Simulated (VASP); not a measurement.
# WC (Qusongite) (P-6m2) in VASP: relaxation of cell and atoms with PBEsol

Aim: the relaxation of cell and atoms of WC (Qusongite) with PBEsol.

Everything below comes from runs of VASP 6.6.1. Logs are shortened: lines on timing, memory, paths and dates and some standing lists are left out, and cuts for length are marked.

## Step 1: The structure

The structure is hexagonal, space group P-6m2 (No. 187). The conventional cell has a = 2.907 Å, b = 2.907 Å, c = 2.837 Å, α = 90.00°, β = 90.00°, γ = 120.00°. W (site symmetry -6m2) is surrounded by 6 C at 2.20 Å. Around C (site symmetry -6m2) lie 6 W at 2.20 Å.

## Step 2: Relaxation of cell and atoms, PBEsol

File INCAR:

```
PREC = Accurate
ENCUT = 600
EDIFF = 1E-6
ISMEAR = -1
SIGMA = 0.05
LREAL = F
LASPH = T
NELM = 80
ALGO = Normal
ISIF = 3
LWAVE = F
LCHARG = F
GGA = PS
IBRION = 2
NSW = 40
EDIFFG = -0.005
```

File KPOINTS:

```
regular mesh
0
Gamma
  10 10 9
```

File POSCAR:

```
WC
1.0
    2.9065000000      0.0000000000      0.0000000000
   -1.4532500000      2.5171028361      0.0000000000
    0.0000000000      0.0000000000      2.8366000000
W C
1 1
Direct
    0.0000000000      0.0000000000      0.0000000000
    0.6666666667      0.3333333333      0.5000000000
```

Potentials or basis: VASP PAW PBE potentials, release 64 (W_sv, C).

Launch:

```bash
cat potpaw_PBE.64/W_sv/POTCAR potpaw_PBE.64/C/POTCAR > POTCAR
mpirun -np 1 vasp_std > vasp.out
```

OUTCAR:

```text
PREC = Accurate
   ENCUT = 600
   EDIFF = 1E-6
   ISMEAR = -1
   LREAL = F
   LASPH = T
   NELM = 80
   ISIF = 3
   GGA = PS
   IBRION = 2
   NSW = 40
   EDIFFG = -0.005

 ion  position               nearest neighbor table
   1  0.000  0.000  0.000-   2 2.20   2 2.20   2 2.20   2 2.20   2 2.20   2 2.20
   2  0.667  0.333  0.500-   1 2.20   1 2.20   1 2.20   1 2.20   1 2.20   1 2.20

  LATTYP: Found a hexagonal cell.
 ALAT       =     2.9065000000
 C/A-ratio  =     0.9759504559

  Lattice vectors:

 A1 = (   2.9065000000,   0.0000000000,   0.0000000000)
 A2 = (  -1.4532500000,   2.5171028361,   0.0000000000)
 A3 = (   0.0000000000,   0.0000000000,   2.8366000000)

Analysis of symmetry for initial positions (statically):
=====================================================================
 Subroutine PRICEL returns:
 Original cell was already a primitive cell.

 Routine SETGRP: Setting up the symmetry group for a
 hexagonal supercell.

 Subroutine GETGRP returns: Found 12 space group operations
 (whereof 12 operations were pure point group operations)
 out of a pool of 24 trial point group operations.

The static configuration has the point symmetry D_3h.

Analysis of symmetry for dynamics (positions and initial velocities):
=====================================================================
 Subroutine PRICEL returns:
 Original cell was already a primitive cell.

 Routine SETGRP: Setting up the symmetry group for a
 hexagonal supercell.

 Subroutine GETGRP returns: Found 12 space group operations
 (whereof 12 operations were pure point group operations)
 out of a pool of 24 trial point group operations.

The dynamic configuration has the point symmetry D_3h.

 Subroutine INISYM returns: Found 12 space group operations
 (whereof 12 operations are pure point group operations),
 and found     1 'primitive' translations

----------------------------------------------------------------------------------------

                                     Primitive cell

  volume of cell :      20.7525

  direct lattice vectors                    reciprocal lattice vectors
     2.906500000  0.000000000  0.000000000     0.344056425  0.198641070  0.000000000
    -1.453250000  2.517102836  0.000000000     0.000000000  0.397282139  0.000000000
     0.000000000  0.000000000  2.836600000     0.000000000  0.000000000  0.352534725

  length of vectors
     2.906500000  2.906500000  2.836600000     0.397282139  0.397282139  0.352534725

  position of ions in fractional coordinates (direct lattice)
     0.000000000  0.000000000  0.000000000
     0.666666667  0.333333333  0.500000000

  ion indices of the primitive-cell ions
   primitive index   ion index
                 1           1
                 2           2

----------------------------------------------------------------------------------------

 KPOINTS: regular mesh

Automatic generation of k-mesh.
 Grid dimensions read from file:
 generate k-points for:   10   10    9

 Generating k-lattice:

  Cartesian coordinates                     Fractional coordinates (reciprocal lattice)
     0.034405643  0.019864107  0.000000000     0.100000000  0.000000000  0.000000000
     0.000000000  0.039728214  0.000000000     0.000000000  0.100000000  0.000000000
     0.000000000  0.000000000  0.039170525     0.000000000  0.000000000  0.111111111

  Length of vectors
     0.039728214  0.039728214  0.039170525

  Shift w.r.t. Gamma in fractional coordinates (k-lattice)
     0.000000000  0.000000000  0.000000000

 Subroutine IBZKPT returns following result:
 ===========================================

 Found     70 irreducible k-points:

 Following reciprocal coordinates:
            Coordinates               Weight
  0.000000  0.000000  0.000000      1.000000
  0.100000  0.000000  0.000000      6.000000
  0.200000  0.000000  0.000000      6.000000
  0.300000  0.000000  0.000000      6.000000
  0.400000  0.000000  0.000000      6.000000
  0.500000  0.000000  0.000000      3.000000
[... 16 lines left out ...]
  0.300000  0.100000  0.111111     24.000000
  0.400000  0.100000  0.111111     24.000000
 [... further k-points ...]
   k-points           NKPTS =     70   k-points in BZ     NKDIM =     70   number of bands    NBANDS=     13
   number of dos      NEDOS =    301   number of ions     NIONS =      2
   total plane-waves  NPLWV =  13824
   dimension x,y,z NGX =    24 NGY =   24 NGZ =   24
   dimension x,y,z NGXF=    48 NGYF=   48 NGZF=   48
   ions per type =               1   1
   NGX,Y,Z   is equivalent  to a cutoff of  13.73, 13.73, 14.07 a.u.
   NGXF,Y,Z  is equivalent  to a cutoff of  27.46, 27.46, 28.13 a.u.
 SYSTEM =  unknown system
   PREC   = accura    normal or accurate (medium, high low for compatibility)
   ISTART =      0    job   : 0-new  1-cont  2-samecut
   ICHARG =      2    charge: 1-file 2-atom 10-const
   ISPIN  =      1    spin polarized calculation?
   LNONCOLLINEAR =      F non collinear calculations
   LSORBIT =      F    spin-orbit coupling
   LASPH  =      T    aspherical Exc in radial PAW
   ENCUT  =  600.0 eV  44.10 Ry    6.64 a.u.   5.81  5.81  5.67*2*pi/ulx,y,z
   NELM   =     80;   NELMIN=  2; NELMDL= -5     # of ELM steps
   EDIFF  = 0.1E-05   stopping-criterion for ELM
   LREAL  =      F    real-space projection
   EDIFFG = -.5E-02   stopping-criterion for IOM
   NSW    =     40    number of steps for IOM
   IBRION =      2    ionic relax: 0-MD 1-quasi-New 2-CG
   NFREE  =      1    steps in history (QN), initial steepest desc. (CG)
   ISIF   =      3    stress and relaxation
   ISYM   =      2    0-nonsym 1-usesym 2-fastsym
   POTIM  = 0.5000    time-step for ionic-motion
   TEBEG  =    0.0;   TEEND  =   0.0 temperature during run
   PSTRESS=    0.0 pullay stress
   NELECT =      18.0000    total number of electrons
   NUPDOWN=      -1.0000    fix difference up-down
   EMIN   =  10.00;   EMAX   =-10.00  energy-range for DOS
   EFERMI =   0.00;   METHOD = LEGACY
   ISMEAR =    -1;   SIGMA  =   0.05  broadening in eV -4-tet -1-fermi 0-gaus
   EFERMI_NEDOS =   21; number of points for ismear=-14 and -15
   IALGO  =     38    algorithm
   IMIX   =      4    mixing-type and parameters
     AMIX     =   0.40;   BMIX     =  1.00
     AMIX_MAG =   1.60;   BMIX_MAG =  1.00
  volume/ion in A,a.u.               =      10.38        70.02
  Fermi-wavevector in a.u.,A,eV,Ry     =   1.561262  2.950358 33.164744  2.437540
  Thomas-Fermi vector in A             =   2.664353
   LORBIT       =      0    0 simple, 1 ext, 2 COOP (PROOUT), +10 PAW based schemes
   GGA     = PS    functional components
   LHFCALC =     F    Hartree Fock is set to
   AEXX    =    0.0000 exact exchange contribution
   IVDW    =     0    specifies the selected vdW correction
   LEPSILON=     F    determine dielectric tensor
   LRPA    =     F    only Hartree local field effects (RPA)
 conjugate gradient relaxation of ions
 non-spin polarized calculation
  energy-cutoff  :      600.00
  volume of cell :       20.75
 maximum number of plane-waves:       703
 NGX is ok and might be reduce to    24
   NGX = 11   NGY = 11   NGZ = 11

--------------------------------------- Ionic step        1  -------------------------------------------

 number of electron      18.0000000 magnetization

 Free energy of the ion-electron system (eV)
  ---------------------------------------------------
  ext. energy  EPLUGINS =         0.00000000
  ---------------------------------------------------
  free energy    TOTEN  =       -23.90494398 eV

  energy without entropy =      -23.90315426  energy(sigma->0) =      -23.90404912

------------------------ aborting loop because EDIFF is reached ----------------------------------------

  FORCE on cell =-STRESS in cart. coord.  units (eV):
  Direction    XX          YY          ZZ          XY          YZ          ZX
  --------------------------------------------------------------------------------------
  -------------------------------------------------------------------------------------
  Total       -0.2534341     -0.2534341     -0.3981884     -0.0000000      0.0000000      0.0000000
  in kB      -19.5661864    -19.5661864    -30.7418342     -0.0000000      0.0000000      0.0000000
  external PRESSURE =     -23.2914023 kB  Pullay stress =       0.0000000 kB

 VOLUME and BASIS-vectors are now :
 -----------------------------------------------------------------------------
  energy-cutoff  :      600.00
  volume of cell :       20.75
      direct lattice vectors                 reciprocal lattice vectors
     2.906500000  0.000000000  0.000000000     0.344056425  0.198641070  0.000000000
    -1.453250000  2.517102836  0.000000000     0.000000000  0.397282139  0.000000000
     0.000000000  0.000000000  2.836600000     0.000000000  0.000000000  0.352534725
[... 37 lines left out ...]
 POSITION                                       TOTAL-FORCE (eV/Angst)
 -----------------------------------------------------------------------------------
      0.00000      0.00000      0.00000         0.000000      0.000000      0.000000
      1.44437      0.83391      1.40468        -0.000000     -0.000000     -0.000000
 -----------------------------------------------------------------------------------
    total drift:                                0.000000     -0.000000      0.000000

  FREE ENERGIE OF THE ION-ELECTRON SYSTEM (eV)
  ---------------------------------------------------
  free  energy   TOTEN  =       -23.8982401560 eV

  energy  without entropy=      -23.8964077345  energy(sigma->0) =      -23.89732395

--------------------------------------- Ionic step        3  -------------------------------------------

 number of electron      18.0000001 magnetization

 Free energy of the ion-electron system (eV)
  ---------------------------------------------------
  ext. energy  EPLUGINS =         0.00000000
  ---------------------------------------------------
  free energy    TOTEN  =       -23.90583958 eV

  energy without entropy =      -23.90405132  energy(sigma->0) =      -23.90494545

 E-fermi :  11.0030     XC(G=0): -13.9589

 val. band max:       10.9038304916   @ k =   0.0000   0.0000   0.3333
 cond. band min:      11.0070878308   @ k =   0.1000   0.0000   0.3333
 fundamental gap:      0.1032573392
 Fermi energy:        11.0030016190

 k-point     1 :       0.0000    0.0000    0.0000
  band No.  band energies     occupation
      1     -62.9083      2.00000
      2     -26.8970      2.00000
      3     -26.7893      2.00000
      4     -26.7893      2.00000
      5      -3.4630      2.00000
      6       6.6507      2.00000
      7       7.6525      2.00000
      8       7.6525      2.00000
      9      11.1337      0.13649
     10      14.2660      0.00000
     11      14.2660      0.00000
     12      16.6988      0.00000
     13      16.6988      0.00000

 k-point     2 :       0.1000    0.0000    0.0000
  band No.  band energies     occupation
      1     -62.9026      2.00000
      2     -26.8862      2.00000
      3     -26.8733      2.00000
      4     -26.8083      2.00000
      5      -3.1989      2.00000
      6       6.6820      2.00000
      7       7.3563      2.00000
      8       7.8989      2.00000
      9      10.4152      1.99998
     10      14.1715      0.00000
     11      15.0669      0.00000
[... 339 lines left out ...]
 k-point    24 :       0.4000    0.1000    0.1111
  band No.  band energies     occupation
      1     -62.8435      2.00000
      2     -27.5671      2.00000
      3     -27.0213      2.00000
      4     -26.8686      2.00000
      5       0.0253      2.00000
      6       4.0707      2.00000
      7       6.7682      2.00000
      8       8.2710      2.00000
      9       9.7300      2.00000
     10      13.6874      0.00000
     11      15.0961      0.00000
     12      16.0101      0.00000
     13      18.0881      0.00000

 [... further k-points ...]
[... 5 lines left out ...]
  --------------------------------------------------------------------------------------
  -------------------------------------------------------------------------------------
  Total        0.0020027      0.0020027     -0.0069604     -0.0000000     -0.0000000      0.0000000
  in kB        0.1554883      0.1554883     -0.5403998     -0.0000000     -0.0000000      0.0000000
  external PRESSURE =      -0.0764744 kB  Pullay stress =       0.0000000 kB

 VOLUME and BASIS-vectors are now :
 -----------------------------------------------------------------------------
  energy-cutoff  :      600.00
  volume of cell :       20.64
      direct lattice vectors                 reciprocal lattice vectors
     2.901937283  0.000000000  0.000000000     0.344597385  0.198953393 -0.000000000
    -1.450968642  2.513151408  0.000000000     0.000000000  0.397906786 -0.000000000
     0.000000000  0.000000000  2.829603596     0.000000000 -0.000000000  0.353406393

 POSITION                                       TOTAL-FORCE (eV/Angst)
 -----------------------------------------------------------------------------------
      0.00000      0.00000      0.00000         0.000000     -0.000000      0.000000
      1.45097      0.83772      1.41480        -0.000000      0.000000      0.000000
 -----------------------------------------------------------------------------------
    total drift:                                0.000000     -0.000000      0.000000

  FREE ENERGIE OF THE ION-ELECTRON SYSTEM (eV)
  ---------------------------------------------------
  free  energy   TOTEN  =       -23.9058395777 eV

  energy  without entropy=      -23.9040513199  energy(sigma->0) =      -23.90494545

 reached required accuracy - stopping structural energy minimisation
```

Run time: 26 s. Hardware: 1 thread of Intel Xeon Platinum 8488C (Sapphire Rapids), shared host; peak memory 0.16 GiB.

What came out:

* Free energy: -23.9058 eV
* Relaxed volume: 10.32 Å³/atom
* Relaxed cell: a = 2.902 Å, b = 2.902 Å, c = 2.830 Å, α = 90.00°, β = 90.00°, γ = 120.00°
* Space group after relaxing (to 0.05 Å): P-6m2 (No. 187)
* Energy gained by relaxing: 0.4 meV/atom
* Ionic steps: 3
* Pressure after relaxing: 0.0 GPa
* Band gap on the k mesh: none (metal or under the smearing width)

Step by step:
```
step  energy change (eV)  largest force (eV/Å)  pressure (GPa)  volume (Å³)
   1              0.0000                0.0000           -2.33        20.75
   2              0.0067                0.0000            7.10        20.30
   3             -0.0009                0.0000           -0.01        20.64
```

Final structure:
```xyz
2
Lattice="2.9019 0.0000 0.0000 -1.4510 2.5132 0.0000 0.0000 0.0000 2.8296" Properties=species:S:1:pos:R:3 pbc="T T T"
W     0.0000    0.0000    0.0000
C     1.4510    0.8377    1.4148
```

Caveat: the PAW data sets were made with another functional, which shifts forces and pressure a little. The run has no spin-orbit coupling, so splittings on W are missing.

## Step 3: For comparison

An earlier run on the cell as given: functional PBEsol; potentials or basis VASP PAW PBE potentials, release 64 (W_sv, C); cutoff 520 eV; k mesh 10 × 10 × 9; occupations fermi-dirac, width 0.05 eV; no spin polarisation.

* Pressure: -2.3 GPa
* Band gap on the k mesh: none (metal or under the smearing width)
